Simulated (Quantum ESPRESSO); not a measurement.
The system is W.

```
W
1.0
    -1.58234    1.58234    1.58234
     1.58234   -1.58234    1.58234
     1.58234    1.58234   -1.58234
W
1
Direct
  0.00000 0.00000 0.00000
```

Base run:

```yaml
Program: Quantum ESPRESSO 7.5
Functional: PBE
Potentials_or_basis: PseudoDojo 0.4 FR PBE standard
Cutoff: 1007 eV
Density_cutoff: 4027 eV
k_mesh: 12 × 12 × 12
Occupations: fermi-dirac, width 0.05 eV
Spin: spin-orbit coupling, no magnetisation
```

Its results: band gap on the k mesh none (metal or under the smearing width); pressure 7.1 GPa.

Question: The run is repeated on the same cell with these changes: k mesh from 12 × 12 × 12 to 4 × 4 × 4. What comes out?

Answer: Band gap on the k mesh none (metal or under the smearing width); pressure 5.6 GPa.

Caveats: some runs use coarse meshes.

Not every run made on this cell is shown here.
